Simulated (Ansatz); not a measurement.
## Structural energy differences of caesium

The calculation used DFT, revPBE, plane waves (420 eV) with PAW, scalar-relativistic (Ansatz). The PAW files were generated under PBE, with cores re-solved for the functional.

Each structure is relaxed within its own symmetry, so a high-lying one may be dynamically unstable.

```json
{"structure": "dhcp", "ΔE (meV/atom)": "-1", "V (Å³/atom)": "129.10", "cell": "a = 5.664 Å, c = 18.589 Å (c/a = 3.282)", "magnetic state": "spin not included"}
{"structure": "hcp", "ΔE (meV/atom)": "-1", "V (Å³/atom)": "129.14", "cell": "a = 5.665 Å, c = 9.292 Å (c/a = 1.640)", "magnetic state": "spin not included"}
{"structure": "fcc", "ΔE (meV/atom)": "-1", "V (Å³/atom)": "128.75", "cell": "a = 8.015 Å", "magnetic state": "spin not included"}
{"structure": "bcc", "ΔE (meV/atom)": "0", "V (Å³/atom)": "128.81", "cell": "a = 6.363 Å", "magnetic state": "spin not included"}
{"structure": "A15", "ΔE (meV/atom)": "8", "V (Å³/atom)": "130.14", "cell": "a = 10.135 Å", "magnetic state": "spin not included"}
{"structure": "omega (AlB2-type)", "ΔE (meV/atom)": "8", "V (Å³/atom)": "129.90", "cell": "a = 9.083 Å, c = 5.455 Å (c/a = 0.601)", "magnetic state": "spin not included"}
{"structure": "simple cubic", "ΔE (meV/atom)": "89", "V (Å³/atom)": "140.62", "cell": "a = 5.200 Å", "magnetic state": "spin not included"}
{"structure": "diamond", "ΔE (meV/atom)": "239", "V (Å³/atom)": "206.38", "cell": "a = 11.819 Å", "magnetic state": "spin not included"}
```

ΔE counts from bcc.

Differences under about 8 meV lie within the error of the k-point mesh.

This functional, with no dispersion term, lets the cell expand far past the measured one (bcc).
